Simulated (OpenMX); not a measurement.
Runs of OpenMX 3.8.5 on Ga. The structure is monoclinic, space group C2/c (No. 15). The conventional cell has a = 2.711 Å, b = 7.892 Å, c = 3.332 Å, α = 90.00°, β = 91.98°, γ = 90.00°. Ga (site symmetry 2) is surrounded by 8 Ga at 2.66 to 2.88 Å. This isn't the form of Ga at room conditions, which is orthorhombic.

```csv
cell,gap on the mesh (eV),pressure (GPa),largest force (eV/Å)
"C2/c, 17.81 Å³/atom",none,(c),0.10
"C2/c, 20.06 Å³/atom",none,0.7,0.26
"C2/c, 17.09 Å³/atom",none,(a),0.02
"C2/c, 18.54 Å³/atom",none,5.0,0.18
"C2/c, 19.29 Å³/atom",none,2.6,(b)
```

Alike in all rows: task single point; level PBE; potentials or basis OpenMX 2013 PBE set, Ga7.0-s3p2d2, grid cutoff 500 Ry; no spin polarisation; k mesh 7 × 7 × 7; smearing fermi-dirac 0.05 eV.

**Question.** Estimate the missing entries.

**Answer.** (a) 11.3; (b) 0.21; (c) 7.9.

Caveats: the basis has few d functions beyond the semicore shells, which can make volumes several per cent too large; the basis of atomic orbitals isn't converged, which shifts pressures, moduli and gaps.

A k mesh can miss the band edges, and the runs leave out spin-orbit coupling on Ga.

A gap of «none» marks a metal or a gap under the smearing width.
